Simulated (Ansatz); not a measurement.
**Structures of TePb: which is lowest?**

Plane-wave DFT in Ansatz with scalar-relativistic PAW potentials, cutoff 420 eV, Γ-centred meshes chosen by cell and gap, Gaussian smearing with energies taken to zero width. Every cell was relaxed (cell and atoms) in a run of its own, within the symmetry of its start. Functional: PBE.

Relaxed structures (starts from databases or built by putting these elements on another compound's sites):
A. P-6m2, 2 atoms in the computed cell, a = 4.459 Å, c = 4.186 Å; sites (symmetry × multiplicity) Te -6m2 × 1, Pb -6m2 × 1; start: built
B. Fm-3m, 2 atoms in the computed cell, a = 6.570 Å; sites (symmetry × multiplicity) Te m-3m × 4, Pb m-3m × 4; start: database
C. Cmcm, 4 atoms in the computed cell, a = 4.580 Å, b = 13.201 Å, c = 4.745 Å; sites (symmetry × multiplicity) Te m2m × 4, Pb m2m × 4; start: built
D. P6_3/mmc, 8 atoms in the computed cell, a = 4.569 Å, c = 7.965 Å; sites (symmetry × multiplicity) Te -6m2 × 2, Pb -3m. × 2; start: database
E. Cmmm, 2 atoms in the computed cell, a = 5.702 Å, b = 5.712 Å, c = 3.922 Å; sites (symmetry × multiplicity) Te mmm × 2, Pb mmm × 2; start: built

**Question.** Rank them by energy. Could pressure change the order?

**Answer.**
```csv
structure,group,E − E(lowest) (meV/atom),V (Å³/atom),gap on mesh (eV)
B,Fm-3m,0.0,35.44,0.83
D,P6_3/mmc,34,36.01,0.12
C,Cmcm,53,35.87,0.90
A,P-6m2,118,36.03,0.00
E,Cmmm,226,31.93,0.00
```

B is lowest, 34 meV/atom under D. E is denser by 3.51 Å³/atom, so pressure favours it: ΔE/ΔV, with ΔE in eV and 1 eV/Å³ = 160.2 GPa, gives about 10 GPa for equal enthalpy if both cells were rigid, a rough figure since the two compress differently. Other structures may lie lower than all of these, and vibrations aren't counted.

Spin-orbit coupling is left out, which matters for the bands of heavy elements. For Tl, Pb and Bi spin-orbit coupling shifts energies too.